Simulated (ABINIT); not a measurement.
# ZrSe2: single point with PBE

The system is ZrSe2.

```xyz
3
Lattice="3.7980 0.0000 0.0000 -1.8990 3.2892 0.0000 0.0000 0.0000 6.1920" Properties=species:S:1:pos:R:3 pbc="T T T"
Zr    0.0364   -0.0011   -0.0010
Se    1.9216    1.0763    4.6344
Se    0.0024    2.2215    1.5591
```

The cell isn't the ideal one: atoms moved at random, drawn with an rms of 0.05 Å.

```yaml
Program: ABINIT 10.8.3 (patched build)
Task: single point
Functional: PBE
Potentials_or_basis: JTH PAW PBE v2.0
Cutoff: 463 eV
k_mesh: 8 × 8 × 5
Occupations: fermi-dirac, width 0.05 eV
Spin: no spin polarisation
```

```json
{
  "Pressure": "1.5 GPa",
  "Largest force": "0.254 eV/Å",
  "Band gap on the k mesh": "0.36 eV, indirect (least direct gap 1.04 eV)",
  "Valence electrons inside the program's atomic spheres": "Zr 8.92; Se 4.00"
}
```

Forces on the atoms (eV/Å):
```
Zr  -0.069  0.014  0.011
Se  -0.030  0.141 -0.187
Se   0.099 -0.155  0.175
```

Stress tensor (GPa, compression positive):
```
 1.29 -0.14  0.41
-0.14  0.63 -0.93
 0.41 -0.93  2.53
```

Levels at points of the mesh, in eV from the valence-band top:
| k point | band 9 | band 10 | band 11 | band 12 | band 13 | band 14 | band 15 | band 16 |
| --- | --- | --- | --- | --- | --- | --- | --- | --- |
| (0.00, 0.00, 0.00) | -2.68 | -0.08 | -0.05 | 0.00 | 1.04 | 1.09 | 1.55 | 4.19 |
| (0.50, 0.00, 0.00) | -2.68 | -2.48 | -2.17 | -1.36 | 0.54 | 2.53 | 2.87 | 4.89 |
| (0.00, 0.50, 0.00) | -2.74 | -2.53 | -2.10 | -1.36 | 0.57 | 2.53 | 2.88 | 4.77 |
| (0.50, 0.50, 0.00) | -2.64 | -2.45 | -2.21 | -1.37 | 0.52 | 2.52 | 2.86 | 4.85 |

Wall time 2.8 min on 1 thread of Arm Neoverse V1, on a shared host, peak memory 0.25 GiB.

Caveat: an odd mesh through Γ misses points on the zone boundary, where band edges often lie.
